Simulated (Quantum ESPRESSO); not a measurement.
# Sn: equation of state with PBEsol

Crystal: Sn.

```
Sn
1.0
     0.00000    3.23334    3.23334
     3.23334    0.00000    3.23334
     3.23334    3.23334    0.00000
Sn
2
Direct
  0.75000 0.75000 0.75000
  0.50000 0.50000 0.50000
```

This isn't the form of Sn at room conditions, which is tetragonal (white tin).

* Program: Quantum ESPRESSO 7.5
* Task: equation of state
* Functional: PBEsol
* Potentials or basis: GBRV 1.5 PBEsol
* Cutoff: 925 eV
* Density cutoff: 7401 eV
* k mesh: 7 × 7 × 7
* Occupations: fermi-dirac, width 0.05 eV
* Spin: no spin polarisation

```json
{
 "Equilibrium volume": "34.93 Å³/atom",
 "Bulk modulus": "41 GPa",
 "Pressure derivative of the bulk modulus": "5.1"
}
```

Energy against volume, from the lowest point:
| volume (Å³/atom) | energy (meV/atom) |
| --- | --- |
| 31.775 | 44.39 |
| 32.451 | 26.20 |
| 33.127 | 13.20 |
| 33.803 | 4.82 |
| 34.479 | 0.59 |
| 35.155 | 0.00 |
| 35.831 | 2.66 |

All runs of the series together: 3.4 min on 2 threads of Arm Neoverse V2 (shared host).

Zero-point motion and thermal expansion aren't in these numbers.
